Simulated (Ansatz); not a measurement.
Runs of Ansatz 0.2.0 on Cs2AgBiBr6. The structure is cubic, space group Fm-3m (No. 225). Conventional cell: a = 11.232 Å, b = 11.232 Å, c = 11.232 Å, α = 90.00°, β = 90.00°, γ = 90.00°. Around Bi (site symmetry m-3m) lie 6 Br at 2.81 Å. Around Cs (site symmetry -43m) lie 12 Br at 3.97 Å. Ag (site symmetry m-3m) is surrounded by 6 Br at 2.80 Å. Br (site symmetry 4mm) is surrounded by 1 Ag at 2.80 Å and 1 Bi at 2.81 Å. 

| task | level | cell | k mesh | points for each segment of the path | gap on the mesh (eV) | pressure (GPa) | relaxed volume (Å³/atom) | largest force (eV/Å) |
| --- | --- | --- | --- | --- | --- | --- | --- | --- |
| single point | PBE | as given | 4 × 4 × 4 | - | 1.26 | 1.9 | - | 0.29 |
| relaxation of cell and atoms | PBEsol+D3(BJ) | relaxed | 3 × 3 × 3 | - | 1.72 | 0.0 | 33.60 | - |
| band structure | PBEsol | as given | 4 × 4 × 4 | 10 | 1.17 | 0.0 | - | (b) |
| relaxation of cell and atoms | PBEsol | relaxed | 4 × 4 × 4 | - | 1.09 | 0.0 | 35.00 | - |
| relaxation of cell and atoms | revPBE | relaxed | 3 × 3 × 3 | - | 2.02 | 0.0 | (a) | - |

Alike in all rows: potentials or basis Ansatz PAW; no spin polarisation; cutoff (eV) 420; smearing fermi-dirac 0.05 eV.

Question: Estimate the missing entries.

Answer: (a) 40.27; (b) 0.30.

Caveats: spin-orbit coupling is left out, which as a rule narrows the gap of such compounds by several tenths of an eV; the PAW data sets come from PBE, with cores solved anew for the run's functional, which leaves a small shift of forces and pressure (some runs); the plane-wave basis is chosen anew once the cell has moved, so the energies of steps on either side of that aren't comparable (some runs); odd divisions of the mesh miss points on the zone boundary, where band edges often lie, so the gap on the mesh can be too wide (some runs); the potentials were made for another functional, which shifts forces and pressure (some runs).

A k mesh can miss the band edges, and the runs leave out spin-orbit coupling on Ag, Bi, Br, Cs.

Not every run made on this cell is shown here.
